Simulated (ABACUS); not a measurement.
# Sn (I4_1/amd) in ABACUS: equation of state, part 2 of 2

ABACUS 3.10.1.

### 4 Equation of state, PBEsol, 27.10 Å³/atom (volume scaled by 0.98)

Contents of INPUT:

```
INPUT_PARAMETERS
suffix              Sn
calculation         scf
basis_type          pw
pseudo_dir          ./
symmetry            1
dft_functional      pbesol
ecutwfc             73
pseudo_rcut         7
nspin               1
nbands              18
ks_solver           dav
smearing_method     fd
smearing_sigma      0.00367493
scf_thr             1e-08
scf_nmax            100
mixing_type         broyden
mixing_beta         0.7
cal_force           1
cal_stress          1
kpar                4
```

Contents of STRU:

```
ATOMIC_SPECIES
Sn 118.7100 Sn.upf

LATTICE_CONSTANT
1.8897261246

LATTICE_VECTORS
-2.9204073745 2.9204073745 1.5885680951
2.9204073745 -2.9204073745 1.5885680951
2.9204073745 2.9204073745 -1.5885680951

ATOMIC_POSITIONS
Direct

Sn
0.0
2
0.0000000000 0.0000000000 0.0000000000 1 1 1
0.7500000000 0.2500000000 0.5000000000 1 1 1
```

Contents of KPT:

```
K_POINTS
0
Gamma
9 9 9 0 0 0
```

Potentials or basis: PseudoDojo NC SR 0.4.1 PBEsol standard, plane waves.

Run with:

```sh
$ OMP_NUM_THREADS=1 mpirun -np 4 abacus > log
```

running log:

```text
ABACUS v3.10.1

               Atomic-orbital Based Ab-initio Computation at UStc

 ------------------------------------------------------------------------------------

 READING GENERAL INFORMATION
                           global_out_dir = OUT.Sn/
                           global_in_card = INPUT
                               pseudo_dir = ./
                              orbital_dir =
                                    DSIZE = 4
                                    GSIZE = 1

 READING UNITCELL INFORMATION
                                    ntype = 1
                  lattice constant (Bohr) = 1.88973
              lattice constant (Angstrom) = 1

 READING ATOM TYPE 1
                               atom label = Sn
                      L=0, number of zeta = 1
                      L=1, number of zeta = 1
                      L=2, number of zeta = 1
             number of atom for this type = 2

                        TOTAL ATOM NUMBER = 2
DIRECT COORDINATES
    atom                   x                   y                   z     mag                  vx                  vy                  vz
taud_Sn1            0.0000000000        0.0000000000        0.0000000000  0.0000        0.0000000000        0.0000000000        0.0000000000
taud_Sn2            0.7500000000        0.2500000000        0.5000000000  0.0000        0.0000000000        0.0000000000        0.0000000000

                          Volume (Bohr^3) = 365.72
                             Volume (A^3) = 54.1941

 Lattice vectors: (Cartesian coordinate: in unit of a_0)
             -2.92041            +2.92041            +1.58857
             +2.92041            -2.92041            +1.58857
             +2.92041            +2.92041            -1.58857
 Reciprocal vectors: (Cartesian coordinate: in unit of 2 pi/a_0)
                   +0           +0.171209           +0.314749
            +0.171209                  +0           +0.314749
            +0.171209           +0.171209                  +0
 The esolver type has been set to : ksdft_pw

                PAO radial cut off (Bohr) = 7

 Read in pseudopotential file is Sn.upf
                     pseudopotential type = NC
[... 194 lines left out ...]
 -------------------------------------------
                                 init_chg = atomic

 PW ALGORITHM --------------- ION=   1  ELEC=   1--------------------------------
 Notice: Threshold on eigenvalues was too large.
 hsover_error=0.28 > DRHO=0.0128793
 Origin diag ethr = 0.01
 New diag ethr = 4.59973e-05

 Density error is 0.0130290777342
                          Error Threshold = 4.59973268612e-05
----------------------------------------------------------
     Energy           Rydberg                 eV
----------------------------------------------------------
 E_KohnSham     -314.5202179356      -4279.2671001256
 E_Harris       -315.8083257106      -4296.7927055041
 E_Fermi        0.8076696230         10.9889089737
----------------------------------------------------------
[... 51 lines left out ...]
 Density error is 5.32727303302e-09
                          Error Threshold = 1.33897382862e-10
----------------------------------------------------------
     Energy           Rydberg                 eV
----------------------------------------------------------
 E_KohnSham     -314.5223198103      -4279.2956975989
 E_KS(sigma->0) -314.5220441196      -4279.2919466335
 E_Harris       -314.5217832256      -4279.2883969894
 E_band         -11.6284691634       -158.2134396389
 E_one_elec     -98.2508298565       -1336.7711192767
 E_Hartree      68.3980272240        930.6029022062
 E_xc           -87.2687744821       -1187.3525904333
 E_Ewald        -197.4001913143      -2685.7673881641
 E_entropy(-TS) -0.0005513816        -0.0075019309
 E_descf        0.0000000000         0.0000000000
 E_exx          0.0000000000         0.0000000000
 E_Fermi        0.8024776639         10.9182687471
----------------------------------------------------------

 charge density convergence is achieved
 final etot is -4279.2956976 eV
 EFERMI = 10.918268747 eV

 STATE ENERGY(eV) AND OCCUPATIONS    NSPIN == 1
 1/19 kpoint (Cartesian) = 0.0000 0.0000 0.0000 (3837 pws)
       1       -10.6933     0.00274348
       2       -10.6032     0.00274348
       3       -10.5670     0.00274348
       4       -10.5484     0.00274348
       5       -10.3978     0.00274348
       6       -10.3978     0.00274348
[... 98 lines left out ...]
       5       -10.4412      0.0219479
       6       -10.4297      0.0219479
[... 10 lines left out ...]
      17        14.9615    1.66759e-37
      18        16.0081    1.35427e-46

[... levels at 13 further k points ...]

------------------------------------------------------------------------------------------
 TOTAL-FORCE (eV/Angstrom)
------------------------------------------------------------------------------------------
                       Sn1         0.0000000000         0.0000000000         0.0000000000
                       Sn2         0.0000000000         0.0000000000         0.0000000000
------------------------------------------------------------------------------------------

----------------------------------------------------------------
 TOTAL-STRESS (KBAR)
----------------------------------------------------------------
        -1.0942868925        -0.0000000000        -0.0000000000
        -0.0000000000        -1.0942868925         0.0000000000
         0.0000000000         0.0000000000        -5.9269167060
----------------------------------------------------------------
 TOTAL-PRESSURE: -2.705163 KBAR

 --------------------------------------------
 !FINAL_ETOT_IS -4279.2956975989236525 eV
 --------------------------------------------
```

Wall time 13 s (4 MPI ranks of Intel Xeon 6975P-C (Granite Rapids), shared host); peak memory 0.44 GiB.

Results:

```yaml
Free_energy: -4279.2957 eV
Pressure: -0.3 GPa
Band_gap_on_the_k_mesh: none (metal or under the smearing width)
```

### 5 Equation of state, PBEsol, 27.65 Å³/atom

INPUT is that of step 4.

Contents of STRU:

```
ATOMIC_SPECIES
Sn 118.7100 Sn.upf

LATTICE_CONSTANT
1.8897261246

LATTICE_VECTORS
-2.9401404553 2.9401404553 1.5993019889
2.9401404553 -2.9401404553 1.5993019889
2.9401404553 2.9401404553 -1.5993019889

ATOMIC_POSITIONS
Direct

Sn
0.0
2
0.0000000000 0.0000000000 0.0000000000 1 1 1
0.7500000000 0.2500000000 0.5000000000 1 1 1
```

KPT is that of step 4.

Run with:

```sh
$ OMP_NUM_THREADS=1 mpirun -np 4 abacus > log
```

Wall time 13 s (4 MPI ranks of Intel Xeon 6975P-C (Granite Rapids), shared host); peak memory 0.44 GiB.

The run converged. Its results:

```
Free energy            : -4279.2900 eV
Pressure               : -1.3 GPa
Band gap on the k mesh : none (metal or under the smearing width)
```

### 6 Equation of state, PBEsol, 28.20 Å³/atom (volume scaled by 1.02)

INPUT is that of step 5.

Contents of STRU:

```
ATOMIC_SPECIES
Sn 118.7100 Sn.upf

LATTICE_CONSTANT
1.8897261246

LATTICE_VECTORS
-2.9596121516 2.9596121516 1.6098937015
2.9596121516 -2.9596121516 1.6098937015
2.9596121516 2.9596121516 -1.6098937015

ATOMIC_POSITIONS
Direct

Sn
0.0
2
0.0000000000 0.0000000000 0.0000000000 1 1 1
0.7500000000 0.2500000000 0.5000000000 1 1 1
```

KPT is that of step 5.

Potentials or basis: PseudoDojo NC SR 0.4.1 PBEsol standard, plane waves.

Run with:

```sh
$ OMP_NUM_THREADS=1 mpirun -np 4 abacus > log
```

Wall time 18 s (4 MPI ranks of Intel Xeon 6975P-C (Granite Rapids), shared host); peak memory 0.44 GiB.

It converged, with:

```
Free energy            : -4279.2775 eV
Pressure               : -2.3 GPa
Band gap on the k mesh : none (metal or under the smearing width)
```

### 7 Equation of state, PBEsol, 28.76 Å³/atom (volume scaled by 1.04)

INPUT is that of step 6.

Contents of STRU:

```
ATOMIC_SPECIES
Sn 118.7100 Sn.upf

LATTICE_CONSTANT
1.8897261246

LATTICE_VECTORS
-2.9788309508 2.9788309508 1.6203478496
2.9788309508 -2.9788309508 1.6203478496
2.9788309508 2.9788309508 -1.6203478496

ATOMIC_POSITIONS
Direct

Sn
0.0
2
0.0000000000 0.0000000000 0.0000000000 1 1 1
0.7500000000 0.2500000000 0.5000000000 1 1 1
```

KPT is that of step 6.

Run with:

```sh
$ OMP_NUM_THREADS=1 mpirun -np 4 abacus > log
```

It took 18 s on 4 MPI ranks of Intel Xeon 6975P-C (Granite Rapids), shared host; peak memory 0.48 GiB.

The run converged. Its results:

* Free energy: -4279.2589 eV
* Pressure: -3.1 GPa
* Band gap on the k mesh: none (metal or under the smearing width)

### 8 Equation of state, PBEsol, 29.31 Å³/atom (volume scaled by 1.06)

INPUT is that of step 7.

Contents of STRU:

```
ATOMIC_SPECIES
Sn 118.7100 Sn.upf

LATTICE_CONSTANT
1.8897261246

LATTICE_VECTORS
-2.9978049079 2.9978049079 1.6306688148
2.9978049079 -2.9978049079 1.6306688148
2.9978049079 2.9978049079 -1.6306688148

ATOMIC_POSITIONS
Direct

Sn
0.0
2
0.0000000000 0.0000000000 0.0000000000 1 1 1
0.7500000000 0.2500000000 0.5000000000 1 1 1
```

KPT is that of step 7.

Run with:

```sh
$ OMP_NUM_THREADS=1 mpirun -np 4 abacus > log
```

Wall time 13 s (4 MPI ranks of Intel Xeon 6975P-C (Granite Rapids), shared host); peak memory 0.48 GiB.

It converged, with:

```
Free energy            : -4279.2348 eV
Pressure               : -3.8 GPa
Band gap on the k mesh : none (metal or under the smearing width)
```

### 9 Equation of state, PBEsol

Potentials or basis: PseudoDojo NC SR 0.4.1 PBEsol standard, plane waves.

No new run: the results of the series are fitted here.

Results:

* Equilibrium volume: 26.96 Å³/atom
* Bulk modulus at fixed shape and positions: 56 GPa
* Pressure derivative of the bulk modulus: 4.7

Energy against volume, from the lowest point:
| volume (Å³/atom) | energy (meV/atom) |
| --- | --- |
| 25.991 | 6.37 |
| 26.544 | 1.02 |
| 27.097 | 0.00 |
| 27.650 | 2.83 |
| 28.203 | 9.09 |
| 28.756 | 18.41 |
| 29.309 | 30.44 |

Caveat: the cell was scaled at fixed shape and fractional positions, which overstates the stiffness of a crystal with free parameters, most of all of layers and chains.
